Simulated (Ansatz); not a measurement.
# Phonon spectrum of GePt

Theory: DFT PBE, scalar-relativistic, plane waves, PAW in Ansatz. Plane waves to 420 eV; Γ-centred k mesh 12×12×10; Fermi-Dirac smearing of 0.15 eV. No spin polarisation. Phonons by linear response, acoustic sum rule imposed.

Relaxed structure:
```
Ge Pt
1.0
     3.87478    0.00000    0.00000
    -1.93739    3.35566    0.00000
     0.00000    0.00000    5.43464
Ge Pt
2 2
Direct
  0.33333 0.66667 0.25000
  0.66667 0.33333 0.75000
  0.00000 0.00000 0.00000
  0.00000 0.00000 0.50000
```

The cell was found from a structure generator's guess, not taken from experiment. In a metal, frequencies and elastic constants depend on the k mesh and the smearing, soft modes and shear constants most. Some empty bands missed the eigensolver's threshold. Spin–orbit coupling is left out, which matters for heavy elements. The q mesh is coarse, so values between its points are rough.

Force constants from linear response on a 2×2×1 q mesh.

Question: Is the structure dynamically stable on this mesh?

Answer: No: at q = (0.000, -0.500, 0.000) a mode is imaginary, 24i cm⁻¹.

Question: Give the frequencies (cm⁻¹; i marks imaginary ones) at the irreducible q points, in fractions of the reciprocal vectors.

Answer:
```tsv
q	star	frequencies
0.000 0.000 0.000	1	0 0 0 46 46 114 163 163 172 172 174 193
0.000 -0.500 0.000	3	24i 54 57 64 94 129 138 142 163 174 212 213
```
